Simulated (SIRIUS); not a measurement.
Write the native input for SIRIUS 7.12.0 that does the following.

- Task: single point
- Functional: PBEsol
- Potentials or basis: all-electron FP-LAPW
- Cutoff: 180 eV
- Basis: apw+lo standard
- k mesh: 8 × 8 × 8
- Occupations: fermi-dirac, width 0.05 eV
- Spin: no spin polarisation
- Muffin tin radii: As 2.31, In 2.45 bohr
- Basis cutoff (gk_cutoff): 3.64 1/bohr
- Cutoff of density and potential (pw_cutoff): 20 1/bohr
- lmax of the basis: 10
- lmax of density and potential: 8
- Valence relativity: iora
- Core states: As 1s2s2p, In 1s2s2p3s3p3d
- Local orbitals (radial functions): As 14, In 14
- Reference energy of the basis: 0.17 Ha
- Smallest sphere radius times basis cutoff: 8.41
- Start of the SCF: LDA density

InAs:

```
CELL_PARAMETERS angstrom
0.00000 3.01800 3.01800
3.01800 0.00000 3.01800
3.01800 3.01800 0.00000
ATOMIC_POSITIONS crystal
In 0.00000 0.00000 0.00000
As 0.75000 0.75000 0.75000
```

One way to write it, as run:

sirius.json

```json
{
  "control": {
    "processing_unit": "cpu",
    "std_evp_solver_name": "lapack",
    "gen_evp_solver_name": "lapack",
    "verbosity": 2,
    "print_forces": true,
    "ortho_rf": true,
    "use_second_variation": true,
    "rmt_max": 3.0,
    "num_bands_to_print": 24,
    "save_wf": true
  },
  "parameters": {
    "electronic_structure_method": "full_potential_lapwlo",
    "xc_functionals": ["XC_GGA_X_PBE_SOL", "XC_GGA_C_PBE_SOL"],
    "core_relativity": "dirac",
    "valence_relativity": "iora",
    "num_fv_states": 29,
    "smearing": "fermi_dirac",
    "smearing_width": 0.0018374661,
    "pw_cutoff": 20,
    "gk_cutoff": 3.64,
    "lmax_apw": 10,
    "lmax_rho": 8,
    "lmax_pot": 8,
    "num_mag_dims": 0,
    "auto_rmt": 0,
    "ngridk": [8, 8, 8],
    "shiftk": [0, 0, 0],
    "num_dft_iter": 80,
    "energy_tol": 1e-07,
    "density_tol": 1e-05,
    "use_symmetry": true
  },
  "settings": {"tol_ne": 1e-10},
  "iterative_solver": {"type": "exact"},
  "mixer": {"type": "anderson", "beta": 0.5, "max_history": 8},
  "unit_cell": {
    "lattice_vectors": [[0.0, 5.7031934441, 5.7031934441], [5.7031934441, 0.0, 5.7031934441], [5.7031934441, 5.7031934441, 0.0]],
    "atom_types": ["As", "In"],
    "atom_files": {"As": "As.json", "In": "In.json"},
    "atoms": {"As": [[0.75, 0.75, 0.75]], "In": [[0.0, 0.0, 0.0]]}
  }
}
```

As.json

```json
{
  "name": "arsenic",
  "symbol": "As",
  "number": 33,
  "mass": 74.9216,
  "rmin": 1e-06,
  "rmt": 2.31,
  "nrmt": 800,
  "rinf": 15.07,
  "core": "1s2s2p",
  "valence": [
    {"basis": [{"enu": -0.03, "dme": 0, "n": 0, "auto": 0}, {"enu": -0.03, "dme": 1, "n": 0, "auto": 0}]},
    {"l": 0, "n": 1, "basis": [{"enu": -0.0514, "dme": 0, "n": 0, "auto": 0}]},
    {"l": 1, "n": 2, "basis": [{"enu": 0.07, "dme": 0, "n": 0, "auto": 0}]},
    {"l": 2, "n": 3, "basis": [{"enu": 0.07, "dme": 0, "n": 0, "auto": 0}]},
    {"l": 3, "n": 4, "basis": [{"enu": 0.07, "dme": 0, "n": 0, "auto": 0}]}
  ],
  "lo": [
    {
      "l": 0,
      "basis": [{"enu": -0.0514, "dme": 0, "n": 0, "auto": 0}, {"enu": -0.0514, "dme": 1, "n": 0, "auto": 0}]
    },
    {
      "l": 0,
      "basis": [{"enu": -0.0514, "dme": 1, "n": 0, "auto": 0}, {"enu": -0.0514, "dme": 2, "n": 0, "auto": 0}]
    },
    {
      "l": 0,
      "basis": [{"enu": -6.6808, "dme": 0, "n": 3, "auto": 1}, {"enu": -6.6808, "dme": 1, "n": 3, "auto": 1}]
    },
    {
      "l": 0,
      "basis": [{"enu": -0.0514, "dme": 0, "n": 0, "auto": 0}, {"enu": 2.1974, "dme": 0, "n": 0, "auto": 0}]
    },
    {"l": 1, "basis": [{"enu": 0.07, "dme": 0, "n": 0, "auto": 0}, {"enu": 0.07, "dme": 1, "n": 0, "auto": 0}]},
    {
      "l": 1,
      "basis": [{"enu": -4.6309, "dme": 0, "n": 3, "auto": 1}, {"enu": -4.6309, "dme": 1, "n": 3, "auto": 1}]
    },
    {
      "l": 1,
      "basis": [{"enu": -4.6309, "dme": 1, "n": 3, "auto": 1}, {"enu": 0.07, "dme": 0, "n": 0, "auto": 0}]
    },
    {"l": 1, "basis": [{"enu": 0.07, "dme": 0, "n": 0, "auto": 0}, {"enu": 3.5182, "dme": 0, "n": 0, "auto": 0}]},
    {"l": 2, "basis": [{"enu": 0.07, "dme": 0, "n": 0, "auto": 0}, {"enu": 0.07, "dme": 1, "n": 0, "auto": 0}]},
    {
      "l": 2,
      "basis": [{"enu": -1.2385, "dme": 0, "n": 3, "auto": 1}, {"enu": -1.2385, "dme": 1, "n": 3, "auto": 1}]
    },
    {
      "l": 2,
      "basis": [{"enu": -1.2385, "dme": 1, "n": 3, "auto": 1}, {"enu": 0.07, "dme": 0, "n": 0, "auto": 0}]
    },
    {"l": 2, "basis": [{"enu": 0.07, "dme": 0, "n": 0, "auto": 0}, {"enu": 3.968, "dme": 0, "n": 0, "auto": 0}]},
    {"l": 3, "basis": [{"enu": 0.07, "dme": 0, "n": 0, "auto": 0}, {"enu": 0.07, "dme": 1, "n": 0, "auto": 0}]},
    {"l": 3, "basis": [{"enu": 0.07, "dme": 0, "n": 0, "auto": 0}, {"enu": 3.3308, "dme": 0, "n": 0, "auto": 0}]}
  ],
  "free_atom": [... radial grid and density of the free atom, the start of the SCF ...]
}
```

In.json

```json
{
  "name": "indium",
  "symbol": "In",
  "number": 49,
  "mass": 114.818,
  "rmin": 1e-06,
  "rmt": 2.45,
  "nrmt": 800,
  "rinf": 19.56,
  "core": "1s2s2p3s3p3d",
  "valence": [
    {"basis": [{"enu": -0.03, "dme": 0, "n": 0, "auto": 0}, {"enu": -0.03, "dme": 1, "n": 0, "auto": 0}]},
    {"l": 0, "n": 1, "basis": [{"enu": 0.0142, "dme": 0, "n": 0, "auto": 0}]},
    {"l": 1, "n": 2, "basis": [{"enu": 0.07, "dme": 0, "n": 0, "auto": 0}]},
    {"l": 2, "n": 3, "basis": [{"enu": 0.07, "dme": 0, "n": 0, "auto": 0}]},
    {"l": 3, "n": 4, "basis": [{"enu": 0.07, "dme": 0, "n": 0, "auto": 0}]}
  ],
  "lo": [
    {
      "l": 0,
      "basis": [{"enu": 0.0142, "dme": 0, "n": 0, "auto": 0}, {"enu": 0.0142, "dme": 1, "n": 0, "auto": 0}]
    },
    {
      "l": 0,
      "basis": [{"enu": -4.2073, "dme": 0, "n": 4, "auto": 1}, {"enu": -4.2073, "dme": 1, "n": 4, "auto": 1}]
    },
    {
      "l": 0,
      "basis": [{"enu": -4.2073, "dme": 1, "n": 4, "auto": 1}, {"enu": 0.0142, "dme": 0, "n": 0, "auto": 0}]
    },
    {
      "l": 0,
      "basis": [{"enu": 0.0142, "dme": 0, "n": 0, "auto": 0}, {"enu": 2.6797, "dme": 0, "n": 0, "auto": 0}]
    },
    {"l": 1, "basis": [{"enu": 0.07, "dme": 0, "n": 0, "auto": 0}, {"enu": 0.07, "dme": 1, "n": 0, "auto": 0}]},
    {
      "l": 1,
      "basis": [{"enu": -2.6947, "dme": 0, "n": 4, "auto": 1}, {"enu": -2.6947, "dme": 1, "n": 4, "auto": 1}]
    },
    {
      "l": 1,
      "basis": [{"enu": -2.6947, "dme": 1, "n": 4, "auto": 1}, {"enu": 0.07, "dme": 0, "n": 0, "auto": 0}]
    },
    {"l": 1, "basis": [{"enu": 0.07, "dme": 0, "n": 0, "auto": 0}, {"enu": 3.1354, "dme": 0, "n": 0, "auto": 0}]},
    {"l": 2, "basis": [{"enu": 0.07, "dme": 0, "n": 0, "auto": 0}, {"enu": 0.07, "dme": 1, "n": 0, "auto": 0}]},
    {
      "l": 2,
      "basis": [{"enu": -0.5203, "dme": 0, "n": 4, "auto": 1}, {"enu": -0.5203, "dme": 1, "n": 4, "auto": 1}]
    },
    {
      "l": 2,
      "basis": [{"enu": -0.5203, "dme": 1, "n": 4, "auto": 1}, {"enu": 0.07, "dme": 0, "n": 0, "auto": 0}]
    },
    {"l": 2, "basis": [{"enu": 0.07, "dme": 0, "n": 0, "auto": 0}, {"enu": 3.5352, "dme": 0, "n": 0, "auto": 0}]},
    {"l": 3, "basis": [{"enu": 0.07, "dme": 0, "n": 0, "auto": 0}, {"enu": 0.07, "dme": 1, "n": 0, "auto": 0}]},
    {"l": 3, "basis": [{"enu": 0.07, "dme": 0, "n": 0, "auto": 0}, {"enu": 2.9688, "dme": 0, "n": 0, "auto": 0}]}
  ],
  "free_atom": [... radial grid and density of the free atom, the start of the SCF ...]
}
```

sirius_start.json

```json
{
  "control": {
    "processing_unit": "cpu",
    "std_evp_solver_name": "lapack",
    "gen_evp_solver_name": "lapack",
    "verbosity": 1,
    "print_forces": false,
    "ortho_rf": true,
    "use_second_variation": true,
    "rmt_max": 3.0,
    "num_bands_to_print": 24,
    "save_wf": false
  },
  "parameters": {
    "electronic_structure_method": "full_potential_lapwlo",
    "xc_functionals": ["XC_LDA_X", "XC_LDA_C_PW"],
    "core_relativity": "dirac",
    "valence_relativity": "iora",
    "num_fv_states": 29,
    "smearing": "fermi_dirac",
    "smearing_width": 0.0055123983,
    "pw_cutoff": 20,
    "gk_cutoff": 2.91,
    "lmax_apw": 10,
    "lmax_rho": 8,
    "lmax_pot": 8,
    "num_mag_dims": 0,
    "auto_rmt": 0,
    "ngridk": [3, 3, 3],
    "shiftk": [0, 0, 0],
    "num_dft_iter": 30,
    "energy_tol": 0.01,
    "density_tol": 0.05,
    "use_symmetry": true
  },
  "settings": {"tol_ne": 1e-10},
  "iterative_solver": {"type": "exact"},
  "mixer": {"type": "anderson", "beta": 0.5, "max_history": 8},
  "unit_cell": {
    "lattice_vectors": [[0.0, 5.7031934441, 5.7031934441], [5.7031934441, 0.0, 5.7031934441], [5.7031934441, 5.7031934441, 0.0]],
    "atom_types": ["As", "In"],
    "atom_files": {"As": "As.json", "In": "In.json"},
    "atoms": {"As": [[0.75, 0.75, 0.75]], "In": [[0.0, 0.0, 0.0]]}
  }
}
```

Potentials or basis: all-electron FP-LAPW, apw+lo standard.

Run with:

```sh
$ OMP_NUM_THREADS=1 sirius.scf --input=sirius_start.json --output=start.json
$ OMP_NUM_THREADS=1 sirius.scf --input=sirius.json --output=output.json --task=1
```

It gave:

```yaml
Band_gap_on_the_k_mesh: none (metal or under the smearing width)
All_electrons_inside_the_program's_atomic_spheres: In 47.09; As 31.30 (radii As 2.31, In 2.45 bohr)
```

Caveat: this crystal is a semiconductor, whose small gap the functional closes, so the metal is an error of the method.

Wall time 73 s on 1 thread of Arm Neoverse V1 (shared host), peak memory 0.5 GiB.
